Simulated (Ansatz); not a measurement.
# SnO2: stress in a strained cell, part 2 of 2

Aim: deform SnO2 (equal xx and yy strain of +2 %) and compute stress, forces and field gradients with LAPW, PAW and all-electron datasets made for the crystal.

Ansatz 0.2.0; DFT LDA; a database cell (COD). «Crystal datasets» are all-electron PAW datasets made for this crystal.

## 5. All-electron PAW on datasets made for the crystal

input.yaml

```yaml
crystal:
  lattice:
    - [4.832097, 0.0, 0.0]
    - [0.0, 4.832097, 0.0]
    - [0.0, 0.0, 3.1864]
  atoms:
    - { symbol: Sn, position: [0.0, 0.0, 0.0] }
    - { symbol: Sn, position: [0.5, 0.5, 0.5] }
    - { symbol: O, position: [0.30562, 0.30562, 0.0] }
    - { symbol: O, position: [0.19438, 0.80562, 0.5] }
    - { symbol: O, position: [0.69438, 0.69438, 0.0] }
    - { symbol: O, position: [0.80562, 0.19438, 0.5] }
kpoints:
  mp_grid: { grid: [4, 4, 6] }
scf:
  occupations: { method: fermi_dirac, width: 0.03 }
hamiltonian:
  xc: lda
  pseudopotentials: { kind: all_electron, datasets: crystal }
output:
  forces: true
  stress: true
  eigenvalues: true
  efg: { contact_densities: true }
```

Launch:

```
> ansatz run input.yaml --threads 2 --pin off --max-ram 8192MiB --backend cpu --events-out ev --progress --plain --runs-dir out
```

Log:

```text
hamiltonian.pseudopotentials.datasets: crystal makes datasets for this crystal and solves the spheres of its atoms anew in each pass: cutoff 440.0 eV, the density's 1760.0 eV; for an error of 0.50 meV an atom under PBE, 3.0 meV for the cell; an energy difference from a run of another recipe may be off by several times the error for the cell, under r2SCAN by more, where some 0.1 meV an atom stays at smaller errors; O in spheres of 0.926 Å, 6 of its electrons in bands; Sn in spheres of 1.143 Å, 14 of its electrons in bands, 8 on its site; only band paths and densities of states list, in semicore columns, the levels of the semicore shells that are solved separately: 4s of Sn, 4p of Sn
Sn: output.efg is read without spin–orbit coupling, which moves field gradients at and beside such atoms by some per cent and up to a factor of two; PAW files take it under magnetization.noncollinear and magnetization.spin_orbit
Engine: ansatz 0.2.0
Pseudopotentials: kind: all_electron
Pseudopotential: Sn, paw, valence charge 22, recommended cutoff 440 eV (normal), Koelling and Harmon's equation, gaussian nucleus
Pseudopotential: O, paw, valence charge 6, recommended cutoff 440 eV (normal), Koelling and Harmon's equation, gaussian nucleus
Functional definition: SPW92
  exchange = slater_x
  correlation = pw_c
Crystal: 6 atoms, lattice volume = 74.400 Å³
Basis set: ecut = 440 eV, 1575 PW (Γ)
Bands: 32, of which v1, the nominal top of the filled ones, is band 26 counted from 1 (25 counted from 0)
Symmetry: 16 space group operations
Space group: P42/mnm (ITA 136), of the structure as read, at distance tolerance 4.2e-5 Å
k-points: 24 of 96
Non-local potential: Sn, projectors of the file, l = 0: 1, l = 1: 1, l = 2: 2
Non-local potential: O, projectors of the file, l = 0: 1, l = 1: 2
PAW form: soft (Blöchl's): semilocal exchange-correlation on the pseudo side does not see the compensation charge
PAW one-centre angular grid: Sn, 590 points (default); XC on its mesh's 1803 points in the sphere
PAW one-centre angular grid: O, 110 points (default); XC on its mesh's 1919 points in the sphere
Initial density: superposition of atomic densities (neutral atoms: chi_scale 0, normalization atom)
Initial wavefunctions: pseudopotential atomic-orbital guess
Functional: x = slater, c = lda
iter 1 solved again at ethr=3.49e-2 eV; its pass at ethr=1.00e-1 eV (dr2=1.82e1 eV) is discarded
SCF iter   1: F=—  HF=-344040.467228 eV  |F-HF|=—  |Δ(HF+E_count)|=         —  Δρ=1.58e-1  dr2=1.84e1  ethr=3.49e-2  ⟨swp⟩=2.0  Hψ=3670  notcnv=0
preconditioner: auto → Resta (q_TF=auto, 2.570 Å⁻¹)  ε∞=3.7  [insulator: Δε(μ)=2.970 eV  Ē_g=19.030 eV  σ=0.030 eV  W_gap=1.00  n_scr=18 (ndim 8)  ℏωp=31.0 eV  f_vac=0.000  D(μ)=0.00/eV (n_scr^D=0)  ε∞_Penn≈3.7]
iter 2 solved again at ethr=1.40e-3 eV; its pass at ethr=3.49e-2 eV (dr2=7.30e-1 eV) is discarded
SCF iter   2: F=—  HF=-344035.357141 eV  |F-HF|=—  |Δ(HF+E_count)|=    5.11e0  Δρ=4.88e-2  dr2=7.30e-1  ethr=1.40e-3  ⟨swp⟩=2.4  Hψ=3488  notcnv=0
SCF iter   3: F=—  HF=-344035.118161 eV  |F-HF|=—  |Δ(HF+E_count)|=   2.39e-1  Δρ=2.40e-2  dr2=2.51e-1  ethr=1.40e-3  ⟨swp⟩=2.0  Hψ=1536  notcnv=0
SCF iter   4: F=—  HF=-344035.036820 eV  |F-HF|=—  |Δ(HF+E_count)|=   8.13e-2  Δρ=4.53e-3  dr2=7.46e-3  ethr=4.82e-4  ⟨swp⟩=3.6  Hψ=1871  notcnv=0  defer=1
SCF iter   5: F=—  HF=-344035.038393 eV  |F-HF|=—  |Δ(HF+E_count)|=   1.57e-3  Δρ=9.06e-4  dr2=3.30e-4  ethr=1.43e-5  ⟨swp⟩=3.2  Hψ=1583  notcnv=0  defer=2
SCF iter   6: F=—  HF=-344035.038198 eV  |F-HF|=—  |Δ(HF+E_count)|=   1.95e-4  Δρ=1.18e-4  dr2=9.39e-6  ethr=6.34e-7  ⟨swp⟩=3.3  Hψ=2240  notcnv=0  defer=2
SCF iter   7: F=—  HF=-344035.038195 eV  |F-HF|=—  |Δ(HF+E_count)|=   2.94e-6  Δρ=5.76e-5  dr2=2.23e-6  ethr=1.81e-8  ⟨swp⟩=3.2  Hψ=1747  notcnv=0
SCF iter   8: F=-344035.038195 eV  HF=-344035.038195 eV  |F-HF|=1.22e-8  |Δ(HF+E_count)|=   2.93e-7  Δρ=1.03e-5  dr2=9.00e-8  ethr=4.28e-9  ⟨swp⟩=2.4  Hψ=1411  notcnv=0
SCF 1 converged in 8 iterations: F = -344035.038193 eV  dr2 = 9.00e-8
  Residual-converged pass: ⟨swp⟩=4.0  Hψ=2070  notcnv=0  max |occ|·‖R‖ = 6.5e-6 eV (tolerance 6.7e-6 eV)  dr2=8.93e-8  dr2_onsite=6.16e-9  max |Δocc| = 1.7e-11
SCF converged after 8 iterations
Free energy (F): -344035.038193 eV
Harris-Foulkes:  -344035.038193 eV  (|F-HF|=1.22e-8)
Internal energy: -344035.038193 eV  (E = F + TS)
E sigma→0 (E₀):  -344035.038193 eV
Entropy (-TS):   -0.000000 eV (-0.000 meV/atom)
Past the cutoff: the bands carry plane waves up to 1.75 times it, of which those up to 1.5 times it add -0.000094 eV an atom, each by itself; the spheres take 0.000234 eV an atom off the energy for waves past 1.75 times it
By the cutoff:   a pressure is off by up to 0.008 GPa (1.2 times the spheres' own share and the shells' term, over an atom's volume, and 0.004 GPa: a bound that held against runs at twice the plane waves)
Past the cutoffs: a stress includes 0.0031 GPa for waves and charges beyond them, in addition to the slope of what the spheres take
In the spheres:  the bands' charges fall short by 1.1e-6 e at most (sound up to 1e-3), those of shells solved beside the bands by 2.3e-7 e (sound up to 5e-4)
Fermi energy:    11.149353 eV
--- Per-component energies (eV) ---
  The terms above E_closure are by the made datasets' own strengths, without shells solved beside the bands.
--- Forces (eV/Å), atoms counted from 1 ---
  atom   1  Sn     0.00000000    -0.00000000     0.00000000
  atom   2  Sn    -0.00000000    -0.00000000    -0.00000000
  atom   3  O      0.11838300     0.11838300    -0.00000000
  atom   4  O     -0.11838300     0.11838300     0.00000000
  atom   5  O     -0.11838300    -0.11838300     0.00000000
  atom   6  O      0.11838300    -0.11838300    -0.00000000
  max |Σ_I F_I| component: 1.39e-17 eV/Å
--- Stress (GPa, compression-positive) ---
       -8.629040       0.000000       0.000000
        0.000000      -8.629040       0.000000
        0.000000       0.000000      -6.097995
  P = ⅓ Tr σ = -7.7854 GPa (-77.854 kbar)
  It holds what live shells' own plane waves past their cutoff add
--- PAW observables at the nuclei: V_zz in 10²¹ V/m², potentials from the cell's mean, atoms counted from 1 ---
  atom   1  Sn V_zz =    -5.157351   η = 0.3751   by run symmetry: allowed
            electrostatic potential = -8168.971133 V   contact ρ = 1231198.332276 e/Å³
  atom   2  Sn V_zz =    -5.157351   η = 0.3751   by run symmetry: allowed
            electrostatic potential = -8168.971133 V   contact ρ = 1231198.332276 e/Å³
  atom   3  O  V_zz =   -10.906745   η = 0.1533   by run symmetry: allowed
            electrostatic potential = -623.944513 V   contact ρ = 2125.628484 e/Å³
  atom   4  O  V_zz =   -10.906745   η = 0.1533   by run symmetry: allowed
            electrostatic potential = -623.944513 V   contact ρ = 2125.628484 e/Å³
  atom   5  O  V_zz =   -10.906745   η = 0.1533   by run symmetry: allowed
            electrostatic potential = -623.944513 V   contact ρ = 2125.628484 e/Å³
  atom   6  O  V_zz =   -10.906745   η = 0.1533   by run symmetry: allowed
            electrostatic potential = -623.944513 V   contact ρ = 2125.628484 e/Å³
--- Band table (eV; the first three rows and the last of 24) ---
  k-point 0: bands = ["-10.1895", "-9.5434", "-9.2797", "-9.2623", "-9.2623", "-9.1562", "-9.1347", "-9.0583", "-9.0472", "-9.0472", "-7.7988", "-5.9635", "-5.9635", "-4.3719", "2.5758", "6.6572", "6.6572", "6.9905", "7.7261", "8.7441", "8.7868", "9.5409", "9.5409", "9.9879", "9.9879", "10.7853", "11.5133", "16.5478", "16.7883"]
  k-point 1: bands = ["-10.0665", "-9.4791", "-9.4791", "-9.4144", "-9.2321", "-9.1691", "-9.1247", "-9.0788", "-9.0788", "-9.0587", "-7.6331", "-5.5860", "-5.5860", "-4.5524", "2.5771", "6.7317", "6.9062", "6.9062", "7.2201", "7.9102", "8.4793", "8.6261", "8.6261", "10.0085", "10.0085", "10.5685", "13.0401", "16.9850", "17.8586"]
  k-point 2: bands = ["-9.8342", "-9.8342", "-9.7811", "-9.3303", "-9.1320", "-9.1320", "-9.1185", "-9.1011", "-9.0996", "-9.0631", "-7.0606", "-5.1479", "-4.8881", "-4.8881", "2.7539", "5.1152", "6.5515", "7.0512", "7.0512", "7.7247", "7.7247", "7.7469", "8.4311", "9.7981", "9.7981", "9.9757", "14.9850", "17.1276", "19.0752"]
  k-point 23: bands = ["-9.9952", "-9.9952", "-9.5141", "-9.5141", "-9.1596", "-9.1596", "-9.0722", "-9.0722", "-9.0294", "-9.0294", "-5.9440", "-5.9440", "-4.6230", "-4.6230", "2.8207", "2.8207", "5.8199", "5.8199", "8.1539", "8.1539", "8.2528", "8.2528", "9.8240", "9.8240", "9.9541", "9.9541", "15.0012", "15.0012", "19.2102"]
```

It took 6.8 s on 2 threads of Intel Xeon 6975P-C (Granite Rapids), shared host; peak memory 0.82 GiB.

Result: pressure -7.79 GPa; gap on the k mesh 0.73 eV; largest force 0.167 eV/Å; Vzz Sn1 -5.16 (η = 0.38), O3 -10.91 (η = 0.15) (10²¹ V/m²).

## 6. Stress and forces compared

Stress (GPa, compression positive):

```tsv
method	xx	yy	zz	yz	xz	xy
LAPW	-8.63	-8.63	-6.10	0.00	0.00	0.00
PAW	-8.74	-8.74	-6.22	0.00	0.00	0.00
crystal datasets	-8.63	-8.63	-6.10	0.00	0.00	0.00
```

Forces (eV/Å):

```tsv
atom	LAPW x	LAPW y	LAPW z	PAW x	PAW y	PAW z	crystal datasets x	crystal datasets y	crystal datasets z
Sn1	0.000	0.000	0.000	0.000	0.000	0.000	0.000	0.000	0.000
Sn2	0.000	0.000	0.000	0.000	0.000	0.000	0.000	0.000	0.000
O3	0.118	0.118	0.000	0.118	0.118	0.000	0.118	0.118	0.000
O4	-0.118	0.118	0.000	-0.118	0.118	0.000	-0.118	0.118	0.000
O5	-0.118	-0.118	0.000	-0.118	-0.118	0.000	-0.118	-0.118	0.000
O6	0.118	-0.118	0.000	0.118	-0.118	0.000	0.118	-0.118	0.000
```

| method | pressure (GPa) | gap on the k mesh (eV) | largest force (eV/Å) | Vzz Sn1 (10²¹ V/m²) | Vzz O3 (10²¹ V/m²) | SCF cycles, all passes |
| --- | --- | --- | --- | --- | --- | --- |
| LAPW | -7.79 | 0.73 | 0.167 | – | – | 8 |
| PAW | -7.90 | 0.72 | 0.168 | -5.13 | -11.08 | 6 |
| crystal datasets | -7.79 | 0.73 | 0.167 | -5.16 | -10.91 | 8 |

## 7. Outcome

This closing draws on all 2 parts.

| quantity | value |
| --- | --- |
| pressure | LAPW -7.79, PAW -7.90, crystal datasets -7.79 GPa |
| largest shear or deviatoric stress (LAPW) | 1.69 GPa |

The largest part of the stress beyond the pressure is 1.69 GPa in size, in the zz component; the atoms are carried along and not relaxed. No run of the undeformed cell stands beside it, so the pressure holds what the given cell had before the change. PAW: stress within 0.12 GPa of LAPW, forces within 1 meV/Å. Crystal datasets: stress within 0.01 GPa of LAPW, forces within 1 meV/Å.
